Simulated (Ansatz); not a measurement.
**What pressure −2 GPa does to RuO2**

The reference is RuO$_{2}$ in the rutile structure (space group P4_2/mnm, No. 136; a = 4.467 Å, c = 3.093 Å).

One thing is altered: a negative pressure, −2 GPa.

All numbers come from PBEsol/PAW in Ansatz (a first-principles code), without spin-orbit coupling, earlier PAW set. Γ-centred 11×11×15 mesh, Fermi–Dirac width 0.05 eV.

The volume per atom goes up by 0.07 Å³ to 10.36 Å³ and the density falls by 0.05 g/cm³, from 7.16 g/cm³ to 7.11 g/cm³. The lattice parameter a increases by 0.0133 Å to 4.481 Å and the c/a ratio is nearly the same (0.692 against 0.691). The enthalpy H = E + PV relative to the base's energy amounts to -0.13 eV/atom and the band gap remains zero.

Final structure:

```
RuO2
1.0
    4.48057     0.00000     0.00000
    0.00000     4.48057     0.00000
    0.00000     0.00000     3.09662
Ru O
2 4
Cartesian
  0.00000   0.00000   0.00000
  2.24029   2.24029   1.54831
  1.37143   1.37143   0.00000
  3.61172   0.86886   1.54831
  0.86886   3.61172   1.54831
  3.10915   3.10915   0.00000
```

Cost of the whole job for the changed cell (relaxation, final SCF and bands): very roughly 2.9 core-minutes.

Load acts through the strain it causes; cell and atoms are relaxed under it. Whether these cells are dynamically stable was not tested. No Hubbard U is applied, and correlation can decide whether such a compound is a metal. The final runs are not spin-polarised.
